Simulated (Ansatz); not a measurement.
# Searching the electronic states of Ni

Aim: see which self-consistent states Ni reaches from different starts at one fixed geometry, and which of them is lowest. Ni is taken in the measured crystal structure (space group Fm-3m, primitive cell doubled), 2 atoms in the cell. Source: COD entry 2102248; the sample's temperature and pressure aren't taken into account.

Computed with Ansatz 0.2.0 (DFT r2SCAN, PAW, plane waves, scalar-relativistic, unless a step's input says otherwise).

### 1 The starting structure

Symmetry: Fm-3m, No. 225, cubic system. The conventional cell has a = 3.559 Å, b = 3.559 Å, c = 3.559 Å, α = 90.00°, β = 90.00°, γ = 90.00°. Ni (site symmetry m-3m) is surrounded by 12 Ni at 2.52 Å.

Coordinates:

```
CELL_PARAMETERS angstrom
0.00000 -1.77935 -1.77935
-3.55870 -1.77935 -1.77935
0.00000 1.77935 -1.77935
ATOMIC_POSITIONS crystal
Ni 0.00000 0.00000 0.00000
Ni 0.00000 0.50000 0.50000
```

Atoms are counted from 1 in the order of input.yaml (Ni2 and so on).

The first starts: parallel moments, plain SCF; opposed moments +-, plain SCF; no spin polarisation; spin on, no moments given (the program may seed its own), plain SCF. What is tried next depends on their ends.

“Plain SCF” means no search for lower states. 

Moments by site are taken inside atomic spheres; the rest lies between them.

### 2 Parallel moments, plain SCF

The input, input.yaml:

```yaml
crystal:
  lattice:
    - [0.0, -1.77935, -1.77935]
    - [-3.5587, -1.77935, -1.77935]
    - [0.0, 1.77935, -1.77935]
  atoms:
    - { symbol: Ni, position: [0.0, 0.0, 0.0], spin: 2.0 }
    - { symbol: Ni, position: [0.0, 0.5, 0.5], spin: 2.0 }
magnetization:
  spin_polarized: true
hamiltonian:
  xc: r2scan
  pseudopotentials: { kind: paw }
basis:
  ecutwfc: 500
kpoints:
  mp_grid: { grid: [14, 8, 11] }
scf:
  occupations: { method: fermi_dirac, width: 0.05 }
  lower_state_search: "off"
output:
  forces: true
  stress: true
```

Output, shortened:

```text
Warning: crystal.symmetry: narrowed to the stabiliser of the k-point mesh — unitary ops 32 → 8; excluded 24 operations that carry a point of the 14×8×11 mesh (shift [0, 0, 0]) off the mesh (the run samples exactly the mesh kpoints.mp_grid names, as under crystal.symmetry.detect: false, [...]
Pseudopotentials: kind: paw
Pseudopotential: Ni, paw, valence charge 18, recommended cutoff 500 eV (meta_gga), Ni.paw.azcp
Functional definition: r2SCAN
[...]
Crystal: 2 atoms, lattice volume = 22.534 Å³
Basis set: ecut = 500 eV, 585 PW (Γ), exchange–correlation on 80×128×80 points (64 copies of the dense FFT grid, shifted against one another)
Bands: 24, of which v1, the nominal top of the filled ones, is band 18 counted from 1 (17 counted from 0)
Symmetry: 8 space group operations
k-points: 348 of 1232
[...]
Starting moments: Σ|m| = 4 μB on 2 of 2 sites
[...]
SCF iter   1: F=-11690.329269 eV  HF=-11689.721273 eV  |F-HF|=6.08e-1  |Δ(HF+E_count)|=         —  Δρ=1.13e-1 (↑8.74e-2 ↓1.13e-1)  dr2=8.55e-2  dr2_τ=3.32e-2  dr2_m=2.04e0  M=2.061 μB ∫|m|=2.353 μB  β_m=0.62  ethr=2.38e-4  ⟨swp⟩=1.4  Hψ=91686  notcnv=0
[...]
spin-set hold released at iteration 1 (the charge has settled, or the pull on large starting moments outlasts its swing): the magnetisation degrees of freedom join the quasi-Newton model from the next iteration; the mixer history was flushed
[...]
SCF iter  14: F=-11690.526006 eV  HF=-11690.526006 eV  |F-HF|=1.33e-8  |Δ(HF+E_count)|=   4.23e-7  Δρ=4.68e-6 (↑3.27e-6 ↓4.68e-6)  dr2=2.35e-9  dr2_τ=4.80e-11  dr2_m=1.42e-10  M=1.566 μB ∫|m|=1.927 μB  ethr=5.33e-11  ⟨swp⟩=4.5  Hψ=59428  notcnv=0
[...]
this state was not tested for a lower state beside it, because the mixer in use, unlike msr1, does not test its closes by its own steps (another_mixer; see scf.mixing.algorithm and scf.lower_state_search)
SCF converged after 14 iterations
Magnetization: 1.5657 μB (18.7828 up, 17.2172 down)
Absolute magnetization: 1.9297 μB (∫|ρ↑−ρ↓|, with the PAW one-centre terms)
Spin contamination: 0.0485 ħ² per cell (⟨S²⟩ above its minimum at these occupations)
Per-site moments (μB) at R_I (Å): [(0.8541602857647765, 1.0380071221610339), (0.8541602857647765, 1.0380071221610339)]
Free energy (F): -11690.526006 eV
[...]
E sigma→0 (E₀):  -11690.515490 eV
Entropy (-TS):   -0.021031 eV (-10.516 meV/atom)
Fermi energy:    17.354554 eV
[...]
--- Forces (eV/Å), atoms counted from 1 ---
  atom   1  Ni     0.00000000    -0.00000000     0.00000000
  atom   2  Ni     0.00000000    -0.00000000     0.00000000
[...]
--- Stress (GPa, compression-positive) ---
      -12.666964       0.024792       0.024792
        0.024837     -12.450403      -0.212236
        0.024837      -0.212236     -12.450403
  P = ⅓ Tr σ = -12.5226 GPa (-125.226 kbar)
```

Wall time 35 s (2 threads of an Arm CPU, shared host); peak memory 0.63 GiB.

End: ferromagnetic, site moments Ni1 0.85, Ni2 0.85 μB, total 1.57 μB per cell, no gap on the k-mesh.

### 3 Opposed moments +-, plain SCF

input.yaml: that of step 2 with these lines changed.

```diff
@@ -7,3 +7,3 @@
     - { symbol: Ni, position: [0.0, 0.0, 0.0], spin: 2.0 }
-    - { symbol: Ni, position: [0.0, 0.5, 0.5], spin: 2.0 }
+    - { symbol: Ni, position: [0.0, 0.5, 0.5], spin: -2.0 }
 magnetization:
```

Output:

```text
Warning: crystal.symmetry: narrowed to the stabiliser of the k-point mesh — unitary ops 16 → 4; excluded 12 operations that carry a point of the 14×8×11 mesh (shift [0, 0, 0]) off the mesh (the run samples exactly the mesh kpoints.mp_grid names, as under crystal.symmetry.detect: false, and its converged state has the mesh's symmetry, not the crystal's; ε∞, the Born charges and the force constants of a linear response (`dielectric:` by the response, `phonons.method: dfpt`) are averaged over those of the crystal's operations that the state keeps within a tolerance, where `mesh_tensors`, `unaveraged_element` or `gamma_mean_max_change_ev_ang2` stands beside them; a row that `dielectric.field_direction` solves alone is averaged likewise, with nothing beside; a Γ-centred mesh of equal divisions is mapped onto itself by every operation and keeps the whole group, as does a half-shifted one under kpoints.further_shifts: images)
[... 12 lines as in an earlier run ...]
Symmetry: 4 space group operations
[... 6 lines as in an earlier run ...]
Starting moments: Σ|m| = 4 μB on 2 of 2 sites
[... 2 lines as in an earlier run ...]
spin-down is spin-up translated by (0, 0.5, 0.5): one eigenproblem is solved per k-point and the antiferromagnetic symmetry of the starting moments is kept exactly by this SCF (crystal.symmetry.spin_inversion_symmetry: false solves both channels; [...]
iter 1 solved again at ethr=5.24e-4 eV; its pass at ethr=3.10e-3 eV (dr2=1.89e-1 eV) is discarded
SCF iter   1: F=-11689.823255 eV  HF=-11689.239864 eV  |F-HF|=5.83e-1  |Δ(HF+E_count)|=         —  Δρ=1.20e-1 (↑1.20e-1 ↓1.20e-1)  dr2=1.88e-1  dr2_τ=3.58e-2  dr2_m=2.85e0  M=0.000 μB ∫|m|=2.105 μB  β_m=0.30  ethr=5.24e-4  ⟨swp⟩=1.1  Hψ=46190  notcnv=0
Mixer restart at iter 1: flushing history
preconditioner: auto → none  [metal: Δε(μ)=0.002 eV  Ē_g=11.962 eV  σ=0.050 eV  W_gap=0.01  n_scr=6 (ndim 8)  ℏωp=35.0 eV  f_vac=0.000  D(μ)=6.29/eV (n_scr^D=128)  sad-step TF]
[... 1 line as in an earlier run ...]
SCF iter   2: F=-11689.965682 eV  HF=-11689.653387 eV  |F-HF|=3.12e-1  |Δ(HF+E_count)|=   4.14e-1  Δρ=1.00e-1 (↑1.00e-1 ↓1.00e-1)  dr2=1.17e-1  dr2_τ=8.01e-3  dr2_m=2.01e0  M=0.000 μB ∫|m|=1.894 μB  β_m=0.30  ethr=5.23e-4  ⟨swp⟩=3.7  Hψ=17656  notcnv=0  κ⁻¹=1.0e0(r=1)
SCF iter   3: F=-11690.157636 eV  HF=-11690.239945 eV  |F-HF|=8.23e-2  |Δ(HF+E_count)|=   5.87e-1  Δρ=3.14e-2 (↑3.14e-2 ↓3.14e-2)  dr2=1.18e-1  dr2_τ=1.44e-3  dr2_m=1.12e-1  M=0.000 μB ∫|m|=0.913 μB  β_m=0.30  ethr=3.25e-4  ⟨swp⟩=3.4  Hψ=22326  notcnv=0  defer=319  κ⁻¹=8.2e-3(r=2)
SCF iter   4: F=-11690.259765 eV  HF=-11690.229007 eV  |F-HF|=3.08e-2  |Δ(HF+E_count)|=   1.09e-2  Δρ=2.01e-2 (↑2.01e-2 ↓2.01e-2)  dr2=1.65e-2  dr2_τ=8.79e-4  dr2_m=6.18e-2  M=0.000 μB ∫|m|=0.811 μB  β_m=0.30  ethr=3.25e-4  ⟨swp⟩=3.3  Hψ=17245  notcnv=0  defer=329  κ⁻¹=5.7e-3(r=3)
SCF iter   5: F=-11690.279245 eV  HF=-11690.248372 eV  |F-HF|=3.09e-2  |Δ(HF+E_count)|=   1.94e-2  Δρ=8.16e-3 (↑8.16e-3 ↓8.16e-3)  dr2=5.20e-3  dr2_τ=2.50e-4  dr2_m=7.33e-3  M=0.000 μB ∫|m|=0.600 μB  β_m=0.30  ethr=4.57e-5  ⟨swp⟩=2.7  Hψ=15797  notcnv=0  defer=330  κ⁻¹=3.8e-3(r=4)
SCF iter   6: F=-11690.287071 eV  HF=-11690.275651 eV  |F-HF|=1.14e-2  |Δ(HF+E_count)|=   2.73e-2  Δρ=4.44e-3 (↑4.44e-3 ↓4.44e-3)  dr2=2.91e-3  dr2_τ=1.99e-5  dr2_m=2.25e-3  M=0.000 μB ∫|m|=0.555 μB  β_m=0.30  ethr=1.44e-5  ⟨swp⟩=2.3  Hψ=18862  notcnv=0  defer=335  κ⁻¹=1.6e-4(r=5)
SCF iter   7: F=-11690.289569 eV  HF=-11690.288113 eV  |F-HF|=1.46e-3  |Δ(HF+E_count)|=   1.25e-2  Δρ=2.74e-3 (↑2.74e-3 ↓2.74e-3)  dr2=1.64e-3  dr2_τ=1.49e-5  dr2_m=6.17e-4  M=0.000 μB ∫|m|=0.596 μB  β_m=0.30  ethr=8.09e-6  ⟨swp⟩=2.0  Hψ=17675  notcnv=0  defer=337  κ⁻¹=6.5e-5(r=6)
SCF iter   8: F=-11690.290592 eV  HF=-11690.290163 eV  |F-HF|=4.29e-4  |Δ(HF+E_count)|=   2.05e-3  Δρ=9.40e-4 (↑9.40e-4 ↓9.40e-4)  dr2=5.18e-5  dr2_τ=5.83e-6  dr2_m=1.09e-4  M=0.000 μB ∫|m|=0.612 μB  β_m=0.30  ethr=4.55e-6  ⟨swp⟩=2.0  Hψ=17687  notcnv=0  defer=338  κ⁻¹=1.6e-5(r=7)
SCF iter   9: F=-11690.290743 eV  HF=-11690.290666 eV  |F-HF|=7.69e-5  |Δ(HF+E_count)|=   5.03e-4  Δρ=5.70e-4 (↑5.70e-4 ↓5.70e-4)  dr2=3.56e-5  dr2_τ=4.69e-7  dr2_m=4.47e-5  M=0.000 μB ∫|m|=0.599 μB  β_m=0.30  ethr=1.44e-7  ⟨swp⟩=2.2  Hψ=15417  notcnv=0  defer=338  κ⁻¹=9.0e-7(r=8)
SCF iter  10: F=-11690.290793 eV  HF=-11690.290780 eV  |F-HF|=1.34e-5  |Δ(HF+E_count)|=   1.13e-4  Δρ=3.93e-4 (↑3.93e-4 ↓3.93e-4)  dr2=4.73e-5  dr2_τ=1.83e-7  dr2_m=1.14e-5  M=0.000 μB ∫|m|=0.605 μB  β_m=0.30  ethr=9.89e-8  ⟨swp⟩=2.0  Hψ=11541  notcnv=0  defer=338  κ⁻¹=5.4e-7(r=8)
SCF iter  11: F=-11690.290829 eV  HF=-11690.290827 eV  |F-HF|=2.38e-6  |Δ(HF+E_count)|=   4.70e-5  Δρ=2.06e-4 (↑2.06e-4 ↓2.06e-4)  dr2=8.77e-6  dr2_τ=6.96e-8  dr2_m=5.30e-6  M=0.000 μB ∫|m|=0.607 μB  β_m=0.30  ethr=9.89e-8  ⟨swp⟩=2.2  Hψ=12351  notcnv=0  defer=338  κ⁻¹=2.6e-6(r=8)
SCF iter  12: F=-11690.290846 eV  HF=-11690.290838 eV  |F-HF|=8.07e-6  |Δ(HF+E_count)|=   1.12e-5  Δρ=1.55e-4 (↑1.55e-4 ↓1.55e-4)  dr2=1.72e-6  dr2_τ=3.71e-8  dr2_m=3.72e-6  M=0.000 μB ∫|m|=0.608 μB  β_m=0.30  ethr=2.44e-8  ⟨swp⟩=2.4  Hψ=14178  notcnv=0  defer=338  κ⁻¹=2.6e-6(r=8)
SCF iter  13: F=-11690.290851 eV  HF=-11690.290844 eV  |F-HF|=7.30e-6  |Δ(HF+E_count)|=   6.27e-6  Δρ=1.52e-4 (↑1.52e-4 ↓1.52e-4)  dr2=1.57e-6  dr2_τ=3.77e-8  dr2_m=3.70e-6  M=0.000 μB ∫|m|=0.608 μB  β_m=0.30  ethr=4.79e-9  ⟨swp⟩=2.4  Hψ=12640  notcnv=0  defer=338  κ⁻¹=1.6e-6(r=8)
SCF iter  14: F=-11690.290863 eV  HF=-11690.290856 eV  |F-HF|=6.32e-6  |Δ(HF+E_count)|=   1.24e-5  Δρ=1.43e-4 (↑1.43e-4 ↓1.43e-4)  dr2=3.86e-7  dr2_τ=3.58e-8  dr2_m=3.64e-6  M=0.000 μB ∫|m|=0.608 μB  β_m=0.30  ethr=4.36e-9  ⟨swp⟩=2.1  Hψ=14074  notcnv=0  defer=338  κ⁻¹=1.6e-6(r=8)
SCF iter  15: F=-11690.290862 eV  HF=-11690.290856 eV  |F-HF|=6.37e-6  |Δ(HF+E_count)|=   5.79e-7  Δρ=1.43e-4 (↑1.43e-4 ↓1.43e-4)  dr2=4.84e-7  dr2_τ=3.59e-8  dr2_m=3.65e-6  M=0.000 μB ∫|m|=0.608 μB  β_m=0.30  ethr=1.07e-9  ⟨swp⟩=1.0  Hψ=8014  notcnv=0  defer=338  κ⁻¹=1.0e-8(r=8)
SCF iter  16: F=-11690.290834 eV  HF=-11690.290829 eV  |F-HF|=5.86e-6  |Δ(HF+E_count)|=   2.72e-5  Δρ=1.38e-4 (↑1.38e-4 ↓1.38e-4)  dr2=2.28e-7  dr2_τ=3.95e-8  dr2_m=3.45e-6  M=0.000 μB ∫|m|=0.608 μB  β_m=0.30  ethr=1.07e-9  ⟨swp⟩=3.1  Hψ=17839  notcnv=0  defer=338  κ⁻¹=3.9e-8(r=8)
SCF iter  17: F=-11690.290762 eV  HF=-11690.290756 eV  |F-HF|=5.37e-6  |Δ(HF+E_count)|=   7.24e-5  Δρ=1.28e-4 (↑1.28e-4 ↓1.28e-4)  dr2=6.04e-7  dr2_τ=2.78e-8  dr2_m=2.86e-6  M=0.000 μB ∫|m|=0.608 μB  β_m=0.30  ethr=6.34e-10  ⟨swp⟩=3.2  Hψ=21006  notcnv=0  defer=338  κ⁻¹=3.2e-7(r=8)
SCF iter  18: F=-11690.290592 eV  HF=-11690.290587 eV  |F-HF|=5.18e-6  |Δ(HF+E_count)|=   1.69e-4  Δρ=1.74e-4 (↑1.74e-4 ↓1.74e-4)  dr2=5.61e-6  dr2_τ=3.64e-8  dr2_m=3.17e-6  M=0.000 μB ∫|m|=0.609 μB  β_m=0.30  ethr=6.34e-10  ⟨swp⟩=4.1  Hψ=24377  notcnv=0  defer=338  κ⁻¹=3.2e-7(r=8)
SCF iter  19: F=-11690.290583 eV  HF=-11690.290578 eV  |F-HF|=5.14e-6  |Δ(HF+E_count)|=   8.80e-6  Δρ=1.80e-4 (↑1.80e-4 ↓1.80e-4)  dr2=5.93e-6  dr2_τ=3.70e-8  dr2_m=3.32e-6  M=0.000 μB ∫|m|=0.609 μB  β_m=0.30  ethr=6.34e-10  ⟨swp⟩=2.1  Hψ=14846  notcnv=0  defer=337  κ⁻¹=7.5e-7(r=8)
SCF iter  20: F=-11690.290593 eV  HF=-11690.290588 eV  |F-HF|=4.50e-6  |Δ(HF+E_count)|=   1.02e-5  Δρ=1.66e-4 (↑1.66e-4 ↓1.66e-4)  dr2=3.45e-6  dr2_τ=3.20e-8  dr2_m=3.27e-6  M=0.000 μB ∫|m|=0.609 μB  β_m=0.30  ethr=6.34e-10  ⟨swp⟩=2.3  Hψ=14664  notcnv=0  defer=337  κ⁻¹=2.0e-6(r=8)
SCF iter  21: F=-11690.290580 eV  HF=-11690.290575 eV  |F-HF|=4.92e-6  |Δ(HF+E_count)|=   1.32e-5  Δρ=1.74e-4 (↑1.74e-4 ↓1.74e-4)  dr2=7.61e-6  dr2_τ=3.10e-8  dr2_m=2.70e-6  M=0.000 μB ∫|m|=0.610 μB  β_m=0.30  ethr=6.34e-10  ⟨swp⟩=3.6  Hψ=20156  notcnv=0  defer=337  κ⁻¹=3.9e-5(r=8)
SCF iter  22: F=-11690.290607 eV  HF=-11690.290602 eV  |F-HF|=5.00e-6  |Δ(HF+E_count)|=   2.71e-5  Δρ=1.23e-4 (↑1.23e-4 ↓1.23e-4)  dr2=7.02e-7  dr2_τ=2.93e-8  dr2_m=2.18e-6  M=0.000 μB ∫|m|=0.609 μB  β_m=0.30  ethr=6.34e-10  ⟨swp⟩=3.1  Hψ=20738  notcnv=0  defer=337  κ⁻¹=1.2e-4(r=8)
SCF iter  23: F=-11690.290519 eV  HF=-11690.290511 eV  |F-HF|=7.57e-6  |Δ(HF+E_count)|=   9.10e-5  Δρ=2.21e-4 (↑2.21e-4 ↓2.21e-4)  dr2=3.54e-6  dr2_τ=7.05e-8  dr2_m=5.19e-6  M=0.000 μB ∫|m|=0.611 μB  β_m=0.30  ethr=6.34e-10  ⟨swp⟩=4.1  Hψ=23613  notcnv=0  defer=337  κ⁻¹=1.6e-4(r=8)
SCF iter  24: F=-11690.290505 eV  HF=-11690.290498 eV  |F-HF|=6.93e-6  |Δ(HF+E_count)|=   1.35e-5  Δρ=2.26e-4 (↑2.26e-4 ↓2.26e-4)  dr2=3.14e-6  dr2_τ=7.37e-8  dr2_m=5.75e-6  M=0.000 μB ∫|m|=0.612 μB  β_m=0.30  ethr=6.34e-10  ⟨swp⟩=3.1  Hψ=21242  notcnv=0  defer=336  κ⁻¹=1.4e-4(r=8)
SCF iter  25: F=-11690.290517 eV  HF=-11690.290514 eV  |F-HF|=3.20e-6  |Δ(HF+E_count)|=   1.61e-5  Δρ=1.39e-4 (↑1.39e-4 ↓1.39e-4)  dr2=8.11e-7  dr2_τ=2.97e-8  dr2_m=2.64e-6  M=0.000 μB ∫|m|=0.612 μB  β_m=0.30  ethr=6.34e-10  ⟨swp⟩=3.2  Hψ=20344  notcnv=0  defer=336  κ⁻¹=4.5e-5(r=8)
SCF iter  26: F=-11690.290533 eV  HF=-11690.290530 eV  |F-HF|=2.75e-6  |Δ(HF+E_count)|=   1.64e-5  Δρ=1.40e-4 (↑1.40e-4 ↓1.40e-4)  dr2=1.46e-6  dr2_τ=3.38e-8  dr2_m=1.88e-6  M=0.000 μB ∫|m|=0.612 μB  β_m=0.30  ethr=6.34e-10  ⟨swp⟩=3.1  Hψ=20937  notcnv=0  defer=336  κ⁻¹=1.1e-4(r=8)
SCF iter  27: F=-11690.290510 eV  HF=-11690.290509 eV  |F-HF|=1.24e-6  |Δ(HF+E_count)|=   2.15e-5  Δρ=7.96e-5 (↑7.96e-5 ↓7.96e-5)  dr2=2.40e-7  dr2_τ=1.03e-8  dr2_m=9.42e-7  M=0.000 μB ∫|m|=0.613 μB  β_m=0.30  ethr=6.34e-10  ⟨swp⟩=3.5  Hψ=21359  notcnv=0  defer=336  κ⁻¹=5.1e-4(r=8)
SCF iter  28: F=-11690.290512 eV  HF=-11690.290511 eV  |F-HF|=7.27e-7  |Δ(HF+E_count)|=   2.50e-6  Δρ=5.96e-5 (↑5.96e-5 ↓5.96e-5)  dr2=2.30e-7  dr2_τ=5.24e-9  dr2_m=3.84e-7  M=0.000 μB ∫|m|=0.613 μB  β_m=0.30  ethr=6.34e-10  ⟨swp⟩=2.4  Hψ=15072  notcnv=0  defer=336  κ⁻¹=4.4e-4(r=8)
SCF iter  29: F=-11690.290511 eV  HF=-11690.290511 eV  |F-HF|=2.89e-7  |Δ(HF+E_count)|=   6.32e-7  Δρ=3.49e-5 (↑3.49e-5 ↓3.49e-5)  dr2=3.81e-8  dr2_τ=2.33e-9  dr2_m=1.89e-7  M=0.000 μB ∫|m|=0.613 μB  β_m=0.30  ethr=2.78e-10  ⟨swp⟩=3.6  Hψ=42195  notcnv=0  κ⁻¹=1.2e-4(r=8)
SCF iter  30: F=-11690.290512 eV  HF=-11690.290512 eV  |F-HF|=9.73e-8  |Δ(HF+E_count)|=   7.19e-7  Δρ=2.44e-5 (↑2.44e-5 ↓2.44e-5)  dr2=8.27e-8  dr2_τ=8.58e-10  dr2_m=7.58e-8  M=0.000 μB ∫|m|=0.614 μB  β_m=0.30  ethr=1.06e-10  ⟨swp⟩=5.7  Hψ=37258  notcnv=0  κ⁻¹=5.2e-4(r=8)
iter 31 did not close the SCF: its close was put off for a magnetic moment that had not settled (scf_convergence_deferred on its scf_iter line)
SCF iter  31: F=-11690.290512 eV  HF=-11690.290512 eV  |F-HF|=6.50e-8  |Δ(HF+E_count)|=   2.56e-7  Δρ=1.45e-5 (↑1.45e-5 ↓1.45e-5)  dr2=8.15e-9  dr2_τ=3.94e-10  dr2_m=3.17e-8  M=0.000 μB ∫|m|=0.614 μB  β_m=0.30  ethr=1.06e-10  ⟨swp⟩=5.2  Hψ=35119  notcnv=0  κ⁻¹=1.5e-4(r=8)
iter 32 did not close the SCF: its close was put off for a magnetic moment that had not settled (scf_convergence_deferred on its scf_iter line)
SCF iter  32: F=-11690.290512 eV  HF=-11690.290512 eV  |F-HF|=2.78e-8  |Δ(HF+E_count)|=   3.93e-8  Δρ=1.33e-5 (↑1.33e-5 ↓1.33e-5)  dr2=1.72e-8  dr2_τ=3.13e-10  dr2_m=1.09e-8  M=0.000 μB ∫|m|=0.614 μB  β_m=0.30  ethr=2.26e-11  ⟨swp⟩=2.5  Hψ=35953  notcnv=0  κ⁻¹=9.5e-5(r=8)
SCF iter  33: F=-11690.290512 eV  HF=-11690.290512 eV  |F-HF|=2.26e-9  |Δ(HF+E_count)|=   5.07e-8  Δρ=3.04e-6 (↑3.04e-6 ↓3.04e-6)  dr2=5.71e-10  dr2_τ=2.23e-11  dr2_m=1.05e-9  M=0.000 μB ∫|m|=0.614 μB  ethr=2.26e-11  ⟨swp⟩=2.5  Hψ=35979  notcnv=0
the SCF closed 0.35 meV above the free energy of iteration 14 of the SCF that came to this state, or of a state that it met there and left: the closed state is not the lowest of this functional
SCF 1 converged in 33 iterations: F = -11690.290512 eV  dr2 = 5.71e-10
[... 1 line as in an earlier run ...]
SCF converged after 33 iterations
Magnetization: 0.0000 μB (18.0000 up, 18.0000 down)
Absolute magnetization: 0.6139 μB (∫|ρ↑−ρ↓|, with the PAW one-centre terms)
Spin contamination: 0.2734 ħ² per cell (⟨S²⟩ above its minimum at these occupations)
Per-site moments (μB) at R_I (Å): [(0.29968472092519166, 1.0380071221610339), (-0.29968472092519166, 1.0380071221610339)]
Free energy (F): -11690.290512 eV
Harris-Foulkes:  -11690.290512 eV  (|F-HF|=2.26e-9)
Internal energy: -11690.249446 eV  (E = F + TS)
E sigma→0 (E₀):  -11690.269979 eV
Entropy (-TS):   -0.041066 eV (-20.533 meV/atom)
Fermi energy:    16.995646 eV
--- Per-component energies (eV) ---
  E_band       = -643.434322
  E_kinetic    = 562.880610
  E_local      = -7006.602348  (includes V_loc(G=0)·N_el)
  E_nonlocal   = 1283.016248
  E_hartree    = 2928.574438
  E_xc         = -156.325992
  E_vxc        = -231.949462  (∫ρ·V_xc dr)
  E_paw        = -3290.400599  (= ΣΔE_a)
  E_vpaw       = -1125.073207  (= ΣTr[D̂ρ^β])
  E_aug_tail   = 0.000436  (compensation charges beyond the density's cutoff)
  E_vtau       = 17.144655  (kinetic-family band-sum trace: ∫τ·v_τ [+ j·A + Jᵃ·Aᵃ] dr)
  E_ewald      = -6010.792102
  E_core_change = -0.600137  (= ΣΔE_core)
  E_smearing   = -0.041066  (= −TS)
  E_closure    = -0.000000  (closes the sum)
  Σ components = -11690.290512   (vs F -11690.290512, Δ=0.00e0)
--- Forces (eV/Å), atoms counted from 1 ---
  atom   1  Ni     0.00000000    -0.00000000     0.00000000
  atom   2  Ni     0.00000000    -0.00000000     0.00000000
  max |Σ_I F_I| component: 7.20e-30 eV/Å
--- Stress (GPa, compression-positive) ---
      -14.574494      -0.025830      -0.025830
       -0.025814     -14.535533       0.189884
       -0.025814       0.189884     -14.535533
  P = ⅓ Tr σ = -14.5485 GPa (-145.485 kbar)
```

It took 40 s on 2 threads of an Arm CPU, shared host; peak memory 0.6 GiB.

The state reached is antiferromagnetic (magnetic neighbours of Ni1 with a moment over 0.3 of its own that point the other way: 8 of 12 at 2.52 Å, 0 of 6 at 3.56 Å), site moments Ni1 0.30, Ni2 -0.30 μB, total 0.00 μB per cell, no gap on the k-mesh. Against step 2, the lowest until now, it is 118 meV/atom higher.

### 4 No spin polarisation

input.yaml: that of step 3 with these lines changed.

```diff
@@ -6,6 +6,4 @@
   atoms:
-    - { symbol: Ni, position: [0.0, 0.0, 0.0], spin: 2.0 }
-    - { symbol: Ni, position: [0.0, 0.5, 0.5], spin: -2.0 }
-magnetization:
-  spin_polarized: true
+    - { symbol: Ni, position: [0.0, 0.0, 0.0] }
+    - { symbol: Ni, position: [0.0, 0.5, 0.5] }
 hamiltonian:
```

Output, shortened:

```text
[... 12 lines as in an earlier run ...]
Bands: 22, of which v1, the nominal top of the filled ones, is band 18 counted from 1 (17 counted from 0)
[... 6 lines as in an earlier run ...]
[...]
[... 2 lines as in an earlier run ...]
SCF iter   1: F=-11690.249499 eV  HF=-11690.172529 eV  |F-HF|=7.70e-2  |Δ(HF+E_count)|=         —  Δρ=1.98e-2  dr2=4.76e-2  dr2_τ=5.53e-2  ethr=1.77e-3  ⟨swp⟩=5.5  Hψ=30760  notcnv=0
[...]
SCF iter   9: F=-11690.267101 eV  HF=-11690.267101 eV  |F-HF|=3.04e-9  |Δ(HF+E_count)|=   3.47e-8  Δρ=6.31e-6  dr2=5.93e-9  dr2_τ=5.41e-11  ethr=2.78e-10  ⟨swp⟩=5.0  Hψ=32511  notcnv=0
[...]
SCF converged after 9 iterations
Free energy (F): -11690.267101 eV
[...]
E sigma→0 (E₀):  -11690.238144 eV
Entropy (-TS):   -0.057913 eV (-28.956 meV/atom)
Fermi energy:    16.946573 eV
[...]
--- Forces (eV/Å), atoms counted from 1 ---
  atom   1  Ni     0.00000000     0.00000000    -0.00000000
  atom   2  Ni    -0.00000000     0.00000000     0.00000000
[...]
--- Stress (GPa, compression-positive) ---
      -15.466076       0.015206       0.015206
        0.015206     -15.179796      -0.002874
        0.015206      -0.002874     -15.179796
  P = ⅓ Tr σ = -15.2752 GPa (-152.752 kbar)
```

It took 10 s on 2 threads of an Arm CPU, shared host; peak memory 0.49 GiB.

Result: non-magnetic (no spin polarisation), no gap on the k-mesh. Against step 2, the lowest until now, it is 129 meV/atom higher.

[end of part 1 of 2]
